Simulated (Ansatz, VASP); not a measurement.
## P in VASP and in Ansatz

```
P
1.0
     1.71358    0.98933    2.92165
    -1.71358    0.98933    2.92165
     0.00000   -1.97867    2.92165
P
2
Cartesian
  0.0000 0.0000 2.0469
  0.0000 0.0000 6.7180
```

Alike in both runs: functional LDA; k mesh 15 × 15 × 15; occupations gaussian, width 0.1 eV; no spin polarisation.

Ansatz relaxed the structure, and its values are those at the end. VASP's run is a single point on that final structure, the one shown.

|  | VASP | Ansatz |
| --- | --- | --- |
| version | VASP 6.6.1 | Ansatz 0.2.0 |
| potentials or method | VASP PAW LDA potentials, release 64 (P) | scalar-relativistic, plane waves, PAW |
| plane-wave cutoff (eV) | 520 | 420 |
| valence electrons in the cell | 10 | 10 |

Ansatz gave:

```
gap on the k mesh at the Fermi level (eV) : none
pressure (GPa)                            : 0.0
rms of the force components (eV/Å)        : 0.000
```

Problem. Estimate VASP's values.

Solution. gap on the k mesh at the Fermi level (eV): none; pressure (GPa): -0.2; rms of the force components (eV/Å): 0.022.

A gap of «none» marks a metal or a gap that the smearing closes.
